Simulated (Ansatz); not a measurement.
AlCo: energy along a strain

AlCo, Pm-3m, a = 2.823 Å. The structure is a Materials Project entry; whether it is the stable form wasn't checked. Ansatz: PBEsol, PAW, 420 eV, Γ-centred 22×22×22 mesh on 2 atoms, Gaussian smearing 0.15 eV; no spin polarisation. Cell vectors (Å): 2.823 0.000 0.000; 0.000 2.823 0.000; 0.000 0.000 2.823. The cell is strained by x per cent times the pattern (1 0 0 0 0 0) in the order xx yy zz yz xz xy (engineering shears), with fractional coordinates held. y is the free energy over the start, V0 = 11.244 Å³/atom. Points with a strain past 8.5 % were computed too (3) and aren't used here.

```
x (%) y (meV/atom)
-7.50             ?
-5.00         32.71
-2.50          7.55
 0.00          0.00
 2.50          6.08
 5.00         22.43
 7.50         47.03
```

Q: Fit y = c2 x² + c3 x³ to the other rows, get the stiffness along the pattern, and predict the missing energy.

A: Least squares on the rows shown. y = 1.1135 x² − 0.037626 x³. The clamped-ion stiffness p·C·p = 2 × 11.13 eV × 160.2 / 11.244 Å³ = 317 GPa, which is C11 in these axes. At x = -7.50 the fit asked for gives 78.51 meV/atom. The run gave 79.54 meV/atom, so the fit is 1.03 meV/atom too low, 1.3 % of the span of the series, against an rms of 0.37 meV/atom on the fitted rows. The row lies outside the fitted range. With a term in x⁴ added, a fit to the same known rows predicts 81.69 meV/atom, which misses by about as much or more on the other side: the known rows don't fix the higher terms.

Cost: 10 runs of about 1.3 core-minutes in all, on Intel Xeon 6975P-C (Granite Rapids) (shared hosts).